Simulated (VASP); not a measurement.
Crystal: TiSe2.

```
Ti Se
1.0
     3.53600    0.00000    0.00000
    -1.76800    3.06227    0.00000
     0.00000    0.00000    6.00400
Ti Se
1 2
Cartesian
  0.0000 0.0000 0.0000
  0.0000 2.0415 1.5322
  1.7680 1.0208 4.4718
```

- Program: VASP 6.6.1
- Task: relaxation of cell and atoms
- Functional: PBE
- Potentials or basis: VASP PAW PBE potentials, release 64 (Ti, Se)
- Cutoff: 300 eV
- k mesh: 6 × 6 × 3
- Occupations: methfessel-paxton, width 0.1 eV
- Spin: no spin polarisation

At the start: pressure 1.0 GPa; volume 21.67 Å³/atom.

How do energy, volume and symmetry change on relaxing?

Over 14 steps the energy falls by 10.8 meV/atom and the volume is 23.88 Å³/atom (+10.2 %); space group P-3m1 (No. 164, to 0.05 Å).

The path:
```
step  energy change (eV)  largest force (eV/Å)  pressure (GPa)  volume (Å³)
   1              0.0000                0.0718            1.05        65.01
   2             -0.0050                0.2356           -0.82        66.35
   3             -0.0058                0.1535           -0.34        65.99
   4             -0.0100                0.1520           -0.09        66.00
   5             -0.0127                0.1543            0.29        66.02
   6             -0.0128                0.1551            0.40        66.02
   7             -0.0172                0.1330            0.33        66.60
   8             -0.0269                0.0579            0.12        68.37
   9             -0.0294                0.1064           -0.02        71.95
  10             -0.0306                0.0644            0.02        70.90
  11             -0.0315                0.0890           -0.50        72.33
  12             -0.0320                0.0275           -0.30        71.78
  13             -0.0301                0.0825            0.83        71.28
  14             -0.0324                0.0045            0.02        71.64
```

Final structure:
```
CELL_PARAMETERS angstrom
3.52366 0.00000 0.00000
-1.76183 3.05158 0.00000
0.00000 0.00000 6.66218
ATOMIC_POSITIONS crystal
Ti 0.00000 0.00000 0.00000
Se 0.33333 0.66667 0.23312
Se 0.66667 0.33333 0.76688
```

Caveat: this functional lacks dispersion, which binds the layers, so the pressure and a relaxed spacing across them are unreliable; the volume moved by +10 % from the deposited cell, more than functionals usually miss.
